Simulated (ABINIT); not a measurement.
Here is an ABINIT 10.8.3 (patched build) calculation.

The input run.abi:

```
# Datasets: ground state, then fixed potential
ndtset 2

# Pseudopotentials
pp_dirpath "./"
pseudos "Si.GGA_PBE-JTH.xml"

# Structure
acell 7.2740828278 7.2740828278 7.2740828278
rprim
     0.0000000000     0.7071067812     0.7071067812
     0.7071067812     0.0000000000     0.7071067812
     0.7071067812     0.7071067812     0.0000000000
ntypat 1
znucl 14
natom 2
typat 1 1
xcart
     2.7218511865     2.7218511865     2.7218511865
     4.0827767798     4.0827767798     4.0827767798 Angstrom

# Plane-wave basis
ecut 408.170794 eV
pawecutdg 30.0

# Exchange and correlation
ixc -120135

# Bands and occupations
occopt 3
tsmear 0.05 eV

# SCF cycle
nstep 100

# Output
iomode 3
prtwf 0
prteig 0
prtebands 0
prtden1 1
prtvha1 1
prtvclmb1 1
prtpot1 1

# Dataset 1
kptopt1 1
ngkpt1 8 8 8
nshiftk1 1
shiftk1 0.0 0.0 0.0
nband1 8
tolvrs1 1.0e-9

# Dataset 2: bands along G-X-W-K-G-L-U-W-L-K
iscf2 -2
getden2 1
nband2 12
nbdbuf2 2
tolwfr2 1.0e-12
kptopt2 -9
ndivsm2 6
prteig2 1
prtvol2 -3
kptbounds2
     0.0000000000     0.0000000000     0.0000000000
     0.5000000000     0.0000000000     0.5000000000
     0.5000000000     0.2500000000     0.7500000000
     0.3750000000     0.3750000000     0.7500000000
     0.0000000000     0.0000000000     0.0000000000
     0.5000000000     0.5000000000     0.5000000000
     0.6250000000     0.2500000000     0.6250000000
     0.5000000000     0.2500000000     0.7500000000
     0.5000000000     0.5000000000     0.5000000000
     0.3750000000     0.3750000000     0.7500000000
```

Potentials or basis: JTH PAW PBE v2.0.

Launch:

```bash
$ abinit run.abi > log 2>&1
```

(1) Predict the band gap on the k mesh.

(2) What does it give for the pressure?

(3) Estimate the band gap along the path.

Answers

(1) 0.57 eV, indirect (least direct gap 2.50 eV).

(2) -0.5 GPa.

(3) 0.53 eV, indirect (least direct gap 2.50 eV).

Caveat: the PAW data sets were made with another functional, which shifts forces and pressure a little.
